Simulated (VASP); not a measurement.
# C (P6_3/mmc) in VASP: a series of runs, part 2 of 2

VASP 6.6.1.

**4. Band structure, revTPSS**

The COD entry that gives the cell may itself be a prediction, so a difference from it is no test against experiment.

The input, INCAR:

```
SYSTEM = C
ALGO = Normal
EDIFF = 1E-6
ENCUT = 520
ISIF = 2
ISMEAR = -1
LASPH = .TRUE.
LCHARG = .FALSE.
LMIXTAU = .TRUE.
LREAL = .FALSE.
LWAVE = .FALSE.
METAGGA = RTPSS
NELM = 100
PREC = Accurate
SIGMA = 0.05
```

The input, KPOINTS:

```
k-points
0
G
  12 12 4
  0 0 0
```

The input, POSCAR:

```
C
1.0
    2.5221000000      0.0000000000      0.0000000000
   -1.2610500000      2.1842026709      0.0000000000
    0.0000000000      0.0000000000      8.2371000000
C
8
Direct
    0.6666666667      0.3333333333      0.8437500000
    0.3333333333      0.6666666667      0.3437500000
    0.6666666667      0.3333333333      0.6562500000
    0.3333333333      0.6666666667      0.1562500000
    0.0000000000      0.0000000000      0.9062500000
    0.0000000000      0.0000000000      0.4062500000
    0.0000000000      0.0000000000      0.5937500000
    0.0000000000      0.0000000000      0.0937500000
```

The input, KPOINTS_OPT:

```
path GMKGALHA,LM,KH
10
line-mode
reciprocal
 0.0000000000  0.0000000000  0.0000000000  G
 0.5000000000  0.0000000000  0.0000000000  M

 0.5000000000  0.0000000000  0.0000000000  M
 0.3333333333  0.3333333333  0.0000000000  K

 0.3333333333  0.3333333333  0.0000000000  K
 0.0000000000  0.0000000000  0.0000000000  G

 0.0000000000  0.0000000000  0.0000000000  G
 0.0000000000  0.0000000000  0.5000000000  A

 0.0000000000  0.0000000000  0.5000000000  A
 0.5000000000  0.0000000000  0.5000000000  L

 0.5000000000  0.0000000000  0.5000000000  L
 0.3333333333  0.3333333333  0.5000000000  H

 0.3333333333  0.3333333333  0.5000000000  H
 0.0000000000  0.0000000000  0.5000000000  A

 0.5000000000  0.0000000000  0.5000000000  L
 0.5000000000  0.0000000000  0.0000000000  M

 0.3333333333  0.3333333333  0.0000000000  K
 0.3333333333  0.3333333333  0.5000000000  H
```

Potentials or basis: VASP PAW PBE potentials, release 64 (C).

On the command line:

```console
$ cat potpaw_PBE.64/C/POTCAR > POTCAR
$ mpirun -np 1 vasp_std > vasp.out
```

OUTCAR:

```text
SYSTEM = C
   EDIFF = 1E-6
   ENCUT = 520
   ISIF = 2
   ISMEAR = -1
   LASPH = .TRUE.
   LREAL = .FALSE.
   METAGGA = RTPSS
   NELM = 100
   PREC = Accurate

 ion  position               nearest neighbor table
   1  0.667  0.333  0.844-   3 1.54   5 1.54   5 1.54   5 1.54
   2  0.333  0.667  0.344-   4 1.54   6 1.54   6 1.54   6 1.54
   3  0.667  0.333  0.656-   1 1.54   7 1.54   7 1.54   7 1.54
   4  0.333  0.667  0.156-   2 1.54   8 1.54   8 1.54   8 1.54
   5  0.000  0.000  0.906-   8 1.54   1 1.54   1 1.54   1 1.54
   6  0.000  0.000  0.406-   7 1.54   2 1.54   2 1.54   2 1.54
   7  0.000  0.000  0.594-   6 1.54   3 1.54   3 1.54   3 1.54
   8  0.000  0.000  0.094-   5 1.54   4 1.54   4 1.54   4 1.54

  LATTYP: Found a hexagonal cell.
 ALAT       =     2.5221000000
 C/A-ratio  =     3.2659688355

  Lattice vectors:

 A1 = (   2.5221000000,   0.0000000000,   0.0000000000)
 A2 = (  -1.2610500000,   2.1842026709,   0.0000000000)
 A3 = (   0.0000000000,   0.0000000000,   8.2371000000)

[... 193 lines left out ...]
 fundamental gap:      4.2675097956
 Fermi energy:        10.9405697892

 k-point     1 :       0.0000    0.0000    0.0000
  band No.  band energies     occupation
      1     -12.1874      2.00000
      2     -10.4594      2.00000
      3     -10.4099      2.00000
      4      -6.2730      2.00000
      5      -3.9013      2.00000
      6       3.0343      2.00000
[... 565 lines left out ...]
     20      17.4745      0.00000
     21      18.0441      0.00000

 [... further k-points ...]

------------------------ aborting loop because EDIFF is reached ----------------------------------------

  FORCE on cell =-STRESS in cart. coord.  units (eV):
  Direction    XX          YY          ZZ          XY          YZ          ZX
  --------------------------------------------------------------------------------------
  -------------------------------------------------------------------------------------
  Total       -1.5167618     -1.5167618      2.0385278      0.0000000      0.0000000      0.0000000
  in kB      -53.5547997    -53.5547997     71.9776457      0.0000000      0.0000000      0.0000000
  external PRESSURE =     -11.7106512 kB  Pullay stress =       0.0000000 kB

 VOLUME and BASIS-vectors are now :
 -----------------------------------------------------------------------------
  energy-cutoff  :      520.00
  volume of cell :       45.38
      direct lattice vectors                 reciprocal lattice vectors
     2.522100000  0.000000000  0.000000000     0.396494984  0.228916486  0.000000000
    -1.261050000  2.184202671  0.000000000     0.000000000  0.457832972  0.000000000
     0.000000000  0.000000000  8.237100000     0.000000000  0.000000000  0.121401950

 POSITION                                       TOTAL-FORCE (eV/Angst)
 -----------------------------------------------------------------------------------
      1.26105      0.72807      6.95005        -0.000000     -0.000000      0.326102
     -0.00000      1.45614      2.83150        -0.000000      0.000000      0.326102
      1.26105      0.72807      5.40560         0.000000     -0.000000     -0.326102
     -0.00000      1.45614      1.28705         0.000000      0.000000     -0.326102
      0.00000      0.00000      7.46487         0.000000      0.000000      0.333270
      0.00000      0.00000      3.34632        -0.000000      0.000000      0.333270
      0.00000      0.00000      4.89078         0.000000      0.000000     -0.333270
      0.00000      0.00000      0.77223        -0.000000     -0.000000     -0.333270
 -----------------------------------------------------------------------------------
    total drift:                               -0.000000      0.000000      0.000000

  FREE ENERGIE OF THE ION-ELECTRON SYSTEM (eV)
  ---------------------------------------------------
  free  energy   TOTEN  =       -81.8860916032 eV

  energy  without entropy=      -81.8860916031  energy(sigma->0) =      -81.88609160
```

Run time: 3.8 min. Hardware: 1 thread of Intel Xeon Platinum 8559C (Emerald Rapids), shared host; peak memory 0.19 GiB.

Results:

```
Free energy             : -81.8861 eV
Pressure                : -1.2 GPa
Largest force           : 0.333 eV/Å
Band gap on the k mesh  : 4.27 eV, indirect (least direct gap 5.33 eV)
Band gap along the path : 4.27 eV, indirect (least direct gap 5.33 eV)
```

Forces in eV/Å, atoms in the order of the input:
```
C    0.000  0.000  0.326
C    0.000  0.000  0.326
C    0.000  0.000 -0.326
C    0.000  0.000 -0.326
C    0.000  0.000  0.333
C    0.000  0.000  0.333
C    0.000  0.000 -0.333
C    0.000  0.000 -0.333
```

Levels at the corners of the path, in eV from the valence-band top:
| point | band 14 | band 15 | band 16 | band 17 | band 18 | band 19 |
| --- | --- | --- | --- | --- | --- | --- |
| Γ | -0.23 | 0.00 | 0.00 | 5.33 | 5.33 | 5.88 |
| M | -4.63 | -3.77 | -2.97 | 4.30 | 5.43 | 5.83 |
| M | -4.63 | -3.77 | -2.97 | 4.30 | 5.43 | 5.83 |
| K | -5.78 | -5.78 | -4.09 | 6.16 | 6.16 | 7.93 |
| K | -5.78 | -5.78 | -4.09 | 6.16 | 6.16 | 7.93 |
| Γ | -0.23 | 0.00 | 0.00 | 5.33 | 5.33 | 5.88 |
| Γ | -0.23 | 0.00 | 0.00 | 5.33 | 5.33 | 5.88 |
| A | -0.69 | -0.69 | -0.69 | 6.13 | 6.13 | 6.13 |
| A | -0.69 | -0.69 | -0.69 | 6.13 | 6.13 | 6.13 |
| L | -4.83 | -3.72 | -3.72 | 4.67 | 4.67 | 7.01 |
| L | -4.83 | -3.72 | -3.72 | 4.67 | 4.67 | 7.01 |
| H | -5.47 | -5.19 | -5.19 | 5.09 | 5.09 | 9.89 |
| H | -5.47 | -5.19 | -5.19 | 5.09 | 5.09 | 9.89 |
| A | -0.69 | -0.69 | -0.69 | 6.13 | 6.13 | 6.13 |
| L | -4.83 | -3.72 | -3.72 | 4.67 | 4.67 | 7.01 |
| M | -4.63 | -3.77 | -2.97 | 4.30 | 5.43 | 5.83 |
| K | -5.78 | -5.78 | -4.09 | 6.16 | 6.16 | 7.93 |
| H | -5.47 | -5.19 | -5.19 | 5.09 | 5.09 | 9.89 |

Caveat: the PAW data sets were made with another functional, which shifts forces and pressure a little.

**5. Band structure, MS2**

The input, INCAR:

```
PREC = Accurate
ENCUT = 520
EDIFF = 1E-6
ISMEAR = -1
SIGMA = 0.05
LREAL = F
LASPH = T
NELM = 100
ALGO = Normal
ISIF = 2
LWAVE = F
LCHARG = F
METAGGA = MS2
LMIXTAU = T
NBANDS = 26
```

The input, KPOINTS:

```
regular mesh
0
Gamma
  12 12 4
```

POSCAR is that of step 4.

KPOINTS_OPT is that of step 4.

Potentials or basis: VASP PAW PBE potentials, release 64 (C).

On the command line:

```console
$ cat potpaw_PBE.64/C/POTCAR > POTCAR
$ mpirun -np 1 vasp_std > vasp.out
```

OUTCAR:

```text
PREC = Accurate
   ENCUT = 520
   EDIFF = 1E-6
   ISMEAR = -1
   LREAL = F
   LASPH = T
   NELM = 100
   ISIF = 2
   METAGGA = MS2

 ion  position               nearest neighbor table
   1  0.667  0.333  0.844-   3 1.54   5 1.54   5 1.54   5 1.54
   2  0.333  0.667  0.344-   4 1.54   6 1.54   6 1.54   6 1.54
   3  0.667  0.333  0.656-   1 1.54   7 1.54   7 1.54   7 1.54
   4  0.333  0.667  0.156-   2 1.54   8 1.54   8 1.54   8 1.54
   5  0.000  0.000  0.906-   8 1.54   1 1.54   1 1.54   1 1.54
   6  0.000  0.000  0.406-   7 1.54   2 1.54   2 1.54   2 1.54
   7  0.000  0.000  0.594-   6 1.54   3 1.54   3 1.54   3 1.54
   8  0.000  0.000  0.094-   5 1.54   4 1.54   4 1.54   4 1.54

  LATTYP: Found a hexagonal cell.
 ALAT       =     2.5221000000
 C/A-ratio  =     3.2659688355

  Lattice vectors:

 A1 = (   2.5221000000,   0.0000000000,   0.0000000000)
 A2 = (  -1.2610500000,   2.1842026709,   0.0000000000)
 A3 = (   0.0000000000,   0.0000000000,   8.2371000000)

Analysis of symmetry for initial positions (statically):
=====================================================================
 Subroutine PRICEL returns:
 Original cell was already a primitive cell.

 Routine SETGRP: Setting up the symmetry group for a
 hexagonal supercell.

 Subroutine GETGRP returns: Found 24 space group operations
 (whereof 12 operations were pure point group operations)
 out of a pool of 24 trial point group operations.

The static configuration has the point symmetry D_3d.
 The point group associated with its full space group is D_6h.

Analysis of symmetry for dynamics (positions and initial velocities):
=====================================================================
 Subroutine PRICEL returns:
 Original cell was already a primitive cell.

 Routine SETGRP: Setting up the symmetry group for a
 hexagonal supercell.

 Subroutine GETGRP returns: Found 24 space group operations
 (whereof 12 operations were pure point group operations)
[... 139 lines left out ...]
   LORBIT       =      0    0 simple, 1 ext, 2 COOP (PROOUT), +10 PAW based schemes
   METAGGA = MS2    functional components
   LHFCALC =     F    Hartree Fock is set to
   AEXX    =    0.0000 exact exchange contribution
   IVDW    =     0    specifies the selected vdW correction
   LEPSILON=     F    determine dielectric tensor
   LRPA    =     F    only Hartree local field effects (RPA)
 non-spin polarized calculation
  energy-cutoff  :      520.00
  volume of cell :       45.38
 maximum number of plane-waves:      1242
 NGX is ok and might be reduce to    20
   NGX =  9   NGY =  9   NGZ = 31

 number of electron      31.9999995 magnetization

 Free energy of the ion-electron system (eV)
  ---------------------------------------------------
  ext. energy  EPLUGINS =         0.00000000
  ---------------------------------------------------
  free energy    TOTEN  =       -87.76412869 eV

  energy without entropy =      -87.76412869  energy(sigma->0) =      -87.76412869

 E-fermi :  10.5957     XC(G=0): -13.8892

 val. band max:        9.6047404430   @ k =   0.0000   0.0000   0.0000
 cond. band min:      14.6023282210   @ k =   0.4167   0.0000   0.0000
 fundamental gap:      4.9975877780
 Fermi energy:        10.5957394236

 k-point     1 :       0.0000    0.0000    0.0000
  band No.  band energies     occupation
      1     -12.5746      2.00000
      2     -10.8359      2.00000
      3     -10.7855      2.00000
      4      -6.6998      2.00000
      5      -4.0731      2.00000
      6       2.8192      2.00000
[... 685 lines left out ...]
     25      21.2416      0.00000
     26      22.9899      0.00000

 [... further k-points ...]

------------------------ aborting loop because EDIFF is reached ----------------------------------------

  FORCE on cell =-STRESS in cart. coord.  units (eV):
  Direction    XX          YY          ZZ          XY          YZ          ZX
  --------------------------------------------------------------------------------------
  -------------------------------------------------------------------------------------
  Total       -2.4259928     -2.4259928      1.0420792      0.0000000      0.0000000      0.0000000
  in kB      -85.6585110    -85.6585110     36.7944005      0.0000000      0.0000000      0.0000000
  external PRESSURE =     -44.8408738 kB  Pullay stress =       0.0000000 kB

 VOLUME and BASIS-vectors are now :
 -----------------------------------------------------------------------------
  energy-cutoff  :      520.00
  volume of cell :       45.38
      direct lattice vectors                 reciprocal lattice vectors
     2.522100000  0.000000000  0.000000000     0.396494984  0.228916486  0.000000000
    -1.261050000  2.184202671  0.000000000     0.000000000  0.457832972  0.000000000
     0.000000000  0.000000000  8.237100000     0.000000000  0.000000000  0.121401950

 POSITION                                       TOTAL-FORCE (eV/Angst)
 -----------------------------------------------------------------------------------
      1.26105      0.72807      6.95005        -0.000000     -0.000000      0.326077
     -0.00000      1.45614      2.83150        -0.000000      0.000000      0.326077
      1.26105      0.72807      5.40560        -0.000000     -0.000000     -0.326077
     -0.00000      1.45614      1.28705        -0.000000     -0.000000     -0.326077
      0.00000      0.00000      7.46487         0.000000     -0.000000      0.318633
      0.00000      0.00000      3.34632         0.000000      0.000000      0.318633
      0.00000      0.00000      4.89078        -0.000000     -0.000000     -0.318633
      0.00000      0.00000      0.77223         0.000000      0.000000     -0.318633
 -----------------------------------------------------------------------------------
    total drift:                               -0.000000      0.000000      0.000000

  FREE ENERGIE OF THE ION-ELECTRON SYSTEM (eV)
  ---------------------------------------------------
  free  energy   TOTEN  =       -87.7641286942 eV

  energy  without entropy=      -87.7641286941  energy(sigma->0) =      -87.76412869
```

It took 5 min on 1 thread of Intel Xeon Platinum 8559C (Emerald Rapids), shared host; peak memory 0.21 GiB.

What came out:

* Free energy: -87.7641 eV
* Pressure: -4.5 GPa
* Largest force: 0.326 eV/Å
* Band gap on the k mesh: 5.00 eV, indirect (least direct gap 6.21 eV)
* Band gap along the path: 5.01 eV, indirect (least direct gap 6.21 eV)

Forces on the atoms (eV/Å):
```
C    0.000  0.000  0.326
C    0.000  0.000  0.326
C    0.000  0.000 -0.326
C    0.000  0.000 -0.326
C    0.000  0.000  0.319
C    0.000  0.000  0.319
C    0.000  0.000 -0.319
C    0.000  0.000 -0.319
```

Levels at the corners of the path, in eV from the valence-band top:
```csv
point,band 14,band 15,band 16,band 17,band 18,band 19
Γ,-0.23,0.00,0.00,6.21,6.21,6.77
M,-4.54,-3.67,-2.91,5.04,6.16,6.62
M,-4.54,-3.67,-2.91,5.04,6.16,6.62
K,-5.62,-5.62,-4.01,6.89,6.89,8.77
K,-5.62,-5.62,-4.01,6.89,6.89,8.77
Γ,-0.23,0.00,0.00,6.21,6.21,6.77
Γ,-0.23,0.00,0.00,6.21,6.21,6.77
A,-0.65,-0.65,-0.65,6.98,6.98,6.98
A,-0.65,-0.65,-0.65,6.98,6.98,6.98
L,-4.70,-3.62,-3.62,5.42,5.42,7.73
L,-4.70,-3.62,-3.62,5.42,5.42,7.73
H,-5.35,-5.07,-5.07,5.85,5.85,10.77
H,-5.35,-5.07,-5.07,5.85,5.85,10.77
A,-0.65,-0.65,-0.65,6.98,6.98,6.98
L,-4.70,-3.62,-3.62,5.42,5.42,7.73
M,-4.54,-3.67,-2.91,5.04,6.16,6.62
K,-5.62,-5.62,-4.01,6.89,6.89,8.77
H,-5.35,-5.07,-5.07,5.85,5.85,10.77
```

Caveat: the PAW data sets were made with another functional, which shifts forces and pressure a little.

**6. Band structure, TB-mBJ**

POSCAR is that of step 5.

The input, INCAR.step1:

```
  PREC = Accurate
  ENCUT = 520
  EDIFF = 1E-5
  ISMEAR = -1
  SIGMA = 0.05
  LREAL = F
  LASPH = T
  NELM = 60
  ALGO = Normal
  ISIF = 2
  LWAVE = T
  LCHARG = F
  GGA = PE
```

The input, INCAR.step2:

```
  PREC = Accurate
  ENCUT = 520
  EDIFF = 1E-6
  ISMEAR = -1
  SIGMA = 0.05
  LREAL = F
  LASPH = T
  NELM = 60
  ALGO = Normal
  ISIF = 2
  LWAVE = F
  LCHARG = F
  METAGGA = MBJ
  ISTART = 1
```

The input, KPOINTS:

```
Automatic mesh
0
Gamma
  12 12 4
```

KPOINTS_OPT is that of step 5.

Potentials or basis: VASP PAW PBE potentials, release 64 (C).

On the command line:

```console
$ cat potpaw_PBE.64/C/POTCAR > POTCAR
$ cp INCAR.step1 INCAR
$ mpirun -np 1 vasp_std > vasp.out
$ cp INCAR.step2 INCAR
$ mpirun -np 1 vasp_std > vasp.out
```

Run time: 2.3 min. Hardware: 1 thread of Intel Xeon Platinum 8559C (Emerald Rapids), shared host; peak memory 0.21 GiB.

It converged, with:

- Band gap on the k mesh: 5.21 eV, indirect (least direct gap 6.19 eV)
- Band gap along the path: 5.22 eV, indirect (least direct gap 6.19 eV)

Levels at the corners of the path, in eV from the valence-band top:
```tsv
point	band 12	band 13	band 14	band 15	band 16	band 17	band 18	band 19	band 20	band 21
Γ	-1.66	-1.66	-0.22	0.00	0.00	6.19	6.19	6.76	8.00	8.07
M	-4.89	-4.86	-4.45	-3.57	-2.85	5.27	6.38	6.75	6.90	7.67
M	-4.89	-4.86	-4.45	-3.57	-2.85	5.27	6.38	6.75	6.90	7.67
K	-7.28	-6.91	-5.45	-5.45	-3.93	7.37	7.37	8.61	9.32	9.32
K	-7.28	-6.91	-5.45	-5.45	-3.93	7.37	7.37	8.61	9.32	9.32
Γ	-1.66	-1.66	-0.22	0.00	0.00	6.19	6.19	6.76	8.00	8.07
Γ	-1.66	-1.66	-0.22	0.00	0.00	6.19	6.19	6.76	8.00	8.12
A	-2.49	-0.63	-0.63	-0.63	-0.63	6.96	6.96	6.96	6.98	7.63
A	-2.49	-0.63	-0.63	-0.63	-0.63	6.96	6.96	6.96	6.97	7.63
L	-5.91	-4.58	-4.58	-3.55	-3.55	5.64	5.64	8.00	8.00	8.47
L	-5.91	-4.58	-4.58	-3.55	-3.55	5.64	5.64	8.00	8.00	8.47
H	-8.22	-5.25	-5.25	-4.94	-4.94	6.24	6.24	10.61	10.61	12.20
H	-8.22	-5.25	-5.25	-4.94	-4.94	6.24	6.24	10.61	10.61	12.19
A	-2.49	-0.63	-0.63	-0.63	-0.63	6.96	6.96	6.96	6.98	7.63
L	-5.91	-4.58	-4.58	-3.55	-3.55	5.64	5.64	8.00	8.00	8.47
M	-4.89	-4.86	-4.45	-3.57	-2.85	5.27	6.38	6.75	6.90	7.67
K	-7.28	-6.91	-5.45	-5.45	-3.93	7.37	7.37	8.61	9.32	9.32
H	-8.22	-5.25	-5.25	-4.94	-4.94	6.24	6.24	10.61	10.61	12.19
```

Caveat: the PAW data sets were made with another functional, which shifts forces and pressure a little.

**7. Summary**

| level | potentials or basis | cutoff (eV) | gap on the mesh (eV) | pressure (GPa) | largest force (eV/Å) |
| --- | --- | --- | --- | --- | --- |
| PBE | VASP PAW PBE potentials, release 64 (C_GW) | 600 | 4.41 | 2.1 | 0.33 |
| PBE | VASP PAW PBE potentials, release 64 (C_GW) | 550 | 4.41 | - | - |
| revTPSS | VASP PAW PBE potentials, release 64 (C) | 520 | 4.27 | -1.2 | 0.33 |
| MS2 | VASP PAW PBE potentials, release 64 (C) | 520 | 5.00 | -4.5 | 0.33 |
| TB-mBJ | VASP PAW PBE potentials, release 64 (C) | 520 | 5.21 | - | - |

Alike in all rows: task band structure; no spin polarisation; cell as given; k mesh 12 × 12 × 4; smearing fermi-dirac 0.05 eV.

Caveats: the PAW data sets were made with another functional, which shifts forces and pressure a little (some runs).

Total energies depend on the potentials used, so only differences within one code and one set of settings carry meaning.
